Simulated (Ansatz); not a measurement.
# Ta in Ansatz: the effect of target pressure

Ta:

```xyz
2
Lattice="2.9004 0.0000 0.0000 -1.4502 2.5118 0.0000 0.0000 0.0000 5.1663" Properties=species:S:1:pos:R:3 pbc="T T T"
Ta    0.0000    1.6745    1.2916
Ta    1.4502    0.8373    3.8747
```

This isn't the form of Ta at room conditions, which is bcc.

Alike in all runs:

| Property | Result |
| --- | --- |
| Program | Ansatz 0.2.0 |
| Task | relaxation of cell and atoms |
| Functional | r2SCAN |
| Potentials or basis | Ansatz PAW |
| Cutoff | 500 eV (not typed: the program's choice for these potentials) |
| k mesh | 11 × 11 × 5 |
| Occupations | fermi-dirac, width 0.05 eV |
| Spin | no spin polarisation |

Each run relaxes the cell or the atoms first.

```csv
target pressure,relaxed volume (Å³/atom)
0 GPa,18.47
2 GPa,18.29
5 GPa,18.03
10 GPa,17.64
20 GPa,16.95
30 GPa,?
```

**Question.** What does the run with target pressure 30 GPa give?

**Answer.** Relaxed volume 16.37 Å³/atom.

Worked out: In Murnaghan's law V^(-B') rises as a straight line in P. The other rows fit best with B' = 3.5, V0 = 18.47 Å³/atom and B0 = 200 GPa, which gives 16.37 Å³/atom at 30 GPa, against the run's 16.37.

Caveats: the plane-wave basis is chosen anew once the cell has moved, so the energies of steps on either side of that aren't comparable; the PAW data sets come from PBE, with cores solved anew for the run's functional, which leaves a small shift of forces and pressure.
